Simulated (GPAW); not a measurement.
# Collinear magnetic orders of free-standing triangular Cr monolayer, spacing 3.072 A with GPAW

Wanted: the moments of free-standing triangular Cr monolayer, spacing 3.072 A and the energy of each order that was tried.

Main program and level: GPAW 26.7.0; LDA; plane waves with GPAW's PAW setups, scalar-relativistic.

Report form: the programs' logs are mostly left out.

## 1. The structure

The cell holds 1 atom: 1 Cr. Cell: a = 3.072 Å, b = 3.072 Å, c = 14.000 Å, α = 90.0°, β = 90.0°, γ = 120.0°. model lattice. Vacuum lies along c.

Coordinates:

```
Cr
1.0
     3.07200    0.00000    0.00000
    -1.53600    2.66043    0.00000
     0.00000    0.00000   14.00000
Cr
1
Direct
  0.00000 0.00000 0.50000
```

## 2. Order 1, typed as ferro +

The parallel start comes first: it fits the smallest cell, keeps the most symmetry and shows whether parallel moments form.

Contents of order1.py:

```python
import json
import numpy as np
from ase import Atoms
from ase.parallel import paropen, parprint
from gpaw import GPAW

atoms = Atoms(['Cr'],
    cell=[[3.072, 0.0, 0.0],
         [-1.536, 2.66043, 0.0],
         [0.0, 0.0, 14.0]],
    scaled_positions=[[0.0, 0.0, 0.5]],
    pbc=True,
    magmoms=[2.5])
atoms.calc = GPAW(mode={'name': 'pw', 'ecut': 550},
    xc='LDA',
    kpts={'size': (10, 10, 1), 'gamma': True},
    occupations={'name': 'fermi-dirac', 'width': 0.1},
    convergence={'density': 1e-05, 'energy': 1e-05},
    maxiter=200,
    eigensolver='rmm-diis',
    symmetry={'tolerance': 1e-4},
    txt='order1.txt')
e = atoms.get_potential_energy(force_consistent=True)
res = {'free_energy': e, 'energy_sigma0': atoms.get_potential_energy(), 'fermi_energy': atoms.calc.get_fermi_level()}
res['moments'] = atoms.get_magnetic_moments().tolist()
res['total'] = atoms.get_magnetic_moment()
parprint('site moments (muB):', np.round(res['moments'], 3))
parprint(f"total moment: {res['total']:.3f} muB")
parprint(f'free energy: {e:.6f} eV')
atoms.calc.write('order1.gpw')
with paropen('results.json', 'w') as f:
    json.dump(res, f)
```

Started as:

```bash
$ OMP_NUM_THREADS=1 python3 order1.py > order1.log
```

Run time: 57 s. Hardware: 1 MPI rank of Intel Xeon Platinum 8488C (Sapphire Rapids), shared host; peak memory 0.2 GiB.

Numbers from this step:

* magnetization: 4.790 μB
* final state: ferromagnetic
* largest moment: 3.766 μB

After 98 cycles the largest moment stands at 3.77 μB.

## 3. Start 2: antiferro q=(0,1/2,0) +-

An opposed order shows whether the pairs that it reverses prefer unlike signs.

This order needs a doubled cell of 2 atoms. Its mesh is chosen so that both cells sample the same points.

order2.py is the script of step 2 with these lines changed:

```diff
@@ -6,12 +6,13 @@
 
-atoms = Atoms(['Cr'],
+atoms = Atoms(['Cr', 'Cr'],
     cell=[[3.072, 0.0, 0.0],
-         [-1.536, 2.66043, 0.0],
+         [-3.072, 5.32086, 0.0],
          [0.0, 0.0, 14.0]],
-    scaled_positions=[[0.0, 0.0, 0.5]],
+    scaled_positions=[[0.0, 0.0, 0.5],
+         [0.0, 0.5, 0.5]],
     pbc=True,
-    magmoms=[2.5])
+    magmoms=[2.5, -2.5])
 atoms.calc = GPAW(mode={'name': 'pw', 'ecut': 550},
     xc='LDA',
-    kpts={'size': (10, 10, 1), 'gamma': True},
+    kpts={'size': (10, 5, 1), 'gamma': True},
     occupations={'name': 'fermi-dirac', 'width': 0.1},
@@ -21,3 +22,3 @@
     symmetry={'tolerance': 1e-4},
-    txt='order1.txt')
+    txt='order2.txt')
 e = atoms.get_potential_energy(force_consistent=True)
@@ -29,3 +30,3 @@
 parprint(f'free energy: {e:.6f} eV')
-atoms.calc.write('order1.gpw')
+atoms.calc.write('order2.gpw')
 with paropen('results.json', 'w') as f:
```

Started as:

```bash
$ OMP_NUM_THREADS=1 python3 order2.py > order2.log
```

The job ended after 2.7 min (1 MPI rank; peak memory 0.35 GiB).

This step gave:

| Item | Value |
| --- | --- |
| magnetization | 0 μB |
| final state | antiferromagnetic |
| largest moment | 3.709 μB |

It lies 203 meV a seeded atom under the first start, and its largest moment is 3.71 μB against 3.77 μB.

## 4. Run 3 (no spin polarisation)

A run without seeds gives the energy of the state without moments.

Contents of nospin.py:

```python
import json
import numpy as np
from ase import Atoms
from ase.parallel import paropen, parprint
from gpaw import GPAW

atoms = Atoms(['Cr'],
    cell=[[3.072, 0.0, 0.0],
         [-1.536, 2.66043, 0.0],
         [0.0, 0.0, 14.0]],
    scaled_positions=[[0.0, 0.0, 0.5]],
    pbc=True)
atoms.calc = GPAW(mode={'name': 'pw', 'ecut': 550},
    xc='LDA',
    kpts={'size': (10, 10, 1), 'gamma': True},
    occupations={'name': 'fermi-dirac', 'width': 0.1},
    convergence={'density': 1e-05, 'energy': 1e-05},
    maxiter=200,
    eigensolver='rmm-diis',
    symmetry={'tolerance': 1e-4},
    txt='nospin.txt')
e = atoms.get_potential_energy(force_consistent=True)
res = {'free_energy': e, 'energy_sigma0': atoms.get_potential_energy(), 'fermi_energy': atoms.calc.get_fermi_level()}
parprint(f'free energy: {e:.6f} eV')
atoms.calc.write('nospin.gpw')
with paropen('results.json', 'w') as f:
    json.dump(res, f)
```

Started as:

```bash
$ OMP_NUM_THREADS=1 python3 nospin.py > nospin.log
```

The job ended after 50 s (1 MPI rank; peak memory 0.17 GiB).

A smaller mixing step or another start is the usual next try.

## 5. An attempt with other settings

A slip in the input shows what the program catches and what it lets pass.

Contents of run.py:

```python
import json
import numpy as np
from ase import Atoms
from ase.parallel import paropen, parprint
from gpaw import GPAW

atoms = Atoms(['Cr'],
    cell=[[3.072, 0.0, 0.0],
         [-1.536, 2.66043, 0.0],
         [0.0, 0.0, 14.0]],
    scaled_positions=[[0.0, 0.0, 0.5]],
    pbc=True,
    magmoms=[2.5])
atoms.calc = GPAW(mode={'name': 'pw', 'ecut': 40},
    xc='LDA',
    kpts={'size': (10, 10, 1), 'gamma': True},
    occupations={'name': 'fermi-dirac', 'width': 0.1},
    convergence={'density': 1e-05, 'energy': 1e-05},
    maxiter=75,
    eigensolver='rmm-diis',
    symmetry={'tolerance': 1e-4},
    txt='run.txt')
e = atoms.get_potential_energy(force_consistent=True)
res = {'free_energy': e, 'energy_sigma0': atoms.get_potential_energy(), 'fermi_energy': atoms.calc.get_fermi_level()}
res['moments'] = atoms.get_magnetic_moments().tolist()
res['total'] = atoms.get_magnetic_moment()
parprint('site moments (muB):', np.round(res['moments'], 3))
parprint(f"total moment: {res['total']:.3f} muB")
parprint(f'free energy: {e:.6f} eV')
atoms.calc.write('run.gpw')
with paropen('results.json', 'w') as f:
    json.dump(res, f)
```

Started as:

```bash
$ OMP_NUM_THREADS=1 python3 run.py > run.log
```

The job ended after 2.8 s (1 MPI rank; peak memory 0.12 GiB).

The run converged, but its input is faulty, so its numbers are not to be trusted.

The fault in the input: a cutoff typed in Rydberg.

The largest moment is 0 μB against 3.77 μB in the first run, and the free energy lies +73.4 eV from it.

The cutoff is read in eV; 40 Ry would be 544 eV.

## 6. Ranking

These are free energies at a smearing of 0.1 eV, so its entropy term is in the differences. They are divided by the number of seeded atoms, so that cells of unlike size compare. Wavevectors q in the names are fractions of the reciprocal vectors of the first run's cell.

Orders:

```
                   start        final state  typed order kept  energy over the lowest (meV a seeded atom)  largest site moment (μB)  net moment (μB a primitive cell)  mesh matched  CPU time (s)
                 ferro +      ferromagnetic               yes                                       202.8                     3.766                              4.79           yes         57.02
antiferro q=(0,1/2,0) +-  antiferromagnetic               yes                                           0                     3.709                                 0           yes         160.1
```

## 7. What came out

```yaml
lowest_state_found: antiferromagnetic (typed antiferro q=(0,1/2,0) +-)
largest_site_moment: 3.71 μB
next_state: ferromagnetic, 203 meV a seeded atom higher
```

The lowest state found is antiferromagnetic, reached from the start antiferro q=(0,1/2,0) +-, with moments up to 3.71 μB. The next state costs 203 meV a seeded atom. 1 start gave no converged result and is missing from the ranking; where cut off, the energy had nearly settled, +1938.7 meV a seeded atom from the lowest. Only 3 starts are shown; other collinear patterns, canted and longer-period orders are not.

[Logs and program files are shortened in this print: banners, set-up blocks, solver, clock and traceback lines can be left out without a mark of their own.]

[Logs are printed without paths, hosts, clocks, repeated set-up lines and the standing remarks that a program may print on its own settings, such as how far it seeks lower states.]

[Hosts, paths, dates, database ids (printed as entryN), source tags and the programs' standing remarks are cut or masked in the printed files.]

[Where a cell is said to come from a database of computed structures, the database is the Materials Project.]
